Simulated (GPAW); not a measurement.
A run of GPAW 26.7.0 is set up as follows.

File run.py:

```python
import numpy as np
from ase import Atoms
from ase.dft.bandgap import bandgap
from ase.io import write
from ase.units import GPa
from gpaw import GPAW, PW
from gpaw.spinorbit import soc_eigenstates

atoms = Atoms(['Pb', 'Se'],
              cell=[[0.0, 3.06065, 3.06065],
                    [3.06065, 0.0, 3.06065],
                    [3.06065, 3.06065, 0.0]],
              scaled_positions=[[0.0, 0.0, 0.0],
                                [0.5, 0.5, 0.5]],
              pbc=True)

calc = GPAW(mode=PW(600),
            xc='MGGA_X_MS2+GGA_C_REGTPSS',
            kpts={'size': (6, 6, 6), 'gamma': True},
            occupations={'name': 'fermi-dirac', 'width': 0.05},
            nbands=19,
            convergence={'density': 1e-05, 'energy': 1e-05},
            maxiter=150,
            txt='gpaw.txt')
atoms.calc = calc
energy = atoms.get_potential_energy()
forces = atoms.get_forces()
stress = atoms.get_stress()
calc.write('gs.gpw')
write('result.traj', atoms)
print(f'Energy: {energy:.6f} eV')
print('Forces (eV/A):')
print(forces.round(4))
print('Stress (GPa):', (stress / GPa).round(3))
print('Fermi level:', round(calc.get_fermi_level(), 4), 'eV')
print(f'Gap: {bandgap(calc)[0]:.4f} eV, direct: {bandgap(calc, direct=True)[0]:.4f} eV')

path = atoms.cell.bandpath('GXWKGLUWLK,UX', npoints=60, eps=1e-4)
bs_calc = calc.fixed_density(kpts=path, symmetry='off', nbands=31,
                             convergence={'bands': 'CBM+6.0', 'eigenstates': 1e-6}, txt='bands.txt')
bs = bs_calc.band_structure()
bs.write('bs.json')
print(f'Gap on the path: {bandgap(bs_calc)[0]:.4f} eV')

soc = soc_eigenstates(bs_calc, theta=0, phi=0, ignore_xc_potential=True)
np.savetxt('soc_bands.dat', soc.eigenvalues(), fmt='%.4f')
mesh = soc_eigenstates('gs.gpw', theta=0, phi=0, ignore_xc_potential=True)
np.savetxt('soc_mesh.dat', mesh.eigenvalues(), fmt='%.4f')
print('Fermi level with spin-orbit coupling:', round(mesh.fermi_level, 4), 'eV')
```

Potentials or basis: GPAW PAW data sets (gpaw-data 1.2.1), pw.

The run is started by

```sh
$ OMP_NUM_THREADS=1 python run.py
```

Q: Estimate the pressure.

A: 0.0 GPa.

Q: What does it give for the band gap along the path?

A: 0.39 eV, direct.

Q: Estimate the band gap on the k mesh.

A: 0.33 eV, direct.

Levels at the corners of the path, in eV from the valence-band top:
| point | band 18 | band 19 | band 20 | band 21 | band 22 | band 23 |
| --- | --- | --- | --- | --- | --- | --- |
| Γ | -1.44 | -1.44 | -1.44 | 3.17 | 3.17 | 6.07 |
| X | -3.34 | -2.77 | -2.77 | 4.07 | 4.07 | 4.76 |
| W | -3.92 | -0.51 | -0.51 | 2.03 | 2.03 | 5.27 |
| K | -2.66 | -2.02 | -2.02 | 3.27 | 3.28 | 4.58 |
| Γ | -1.44 | -1.44 | -1.44 | 3.17 | 3.17 | 6.07 |
| L | -1.15 | 0.00 | 0.00 | 0.39 | 0.40 | 1.80 |
| U | -2.66 | -2.02 | -2.02 | 3.27 | 3.27 | 4.58 |
| W | -3.92 | -0.51 | -0.51 | 2.03 | 2.03 | 5.27 |
| L | -1.15 | 0.00 | 0.00 | 0.39 | 0.40 | 1.80 |
| K | -2.66 | -2.02 | -2.02 | 3.27 | 3.28 | 4.58 |
| U | -2.66 | -2.02 | -2.02 | 3.27 | 3.27 | 4.58 |
| X | -3.34 | -2.77 | -2.77 | 4.07 | 4.07 | 4.76 |

Caveat: spin-orbit coupling was added after a scalar SCF, so levels and gaps hold it while energy, forces, pressure and moments don't; this program's spin-orbit splittings come out too wide for heavy elements; the PAW data sets were made with another functional, which shifts forces and pressure a little.

**Measured values to compare with.**

A printed reference work, monograph reports, for a bulk crystal of PbSe at 4.2 K: band gap 0.15 eV (direct).

A measured gap of PbSe is 0.15 eV (direct; 4.2 K; a printed reference work, monograph); the calculated 0.33 eV misses it by +0.18 eV. 2 values of this kind are on record (0.15 to 0.28 eV); this one was drawn at random. The value is that of MS2 on a finite k mesh, which can miss the band edges, without temperature or zero-point motion.
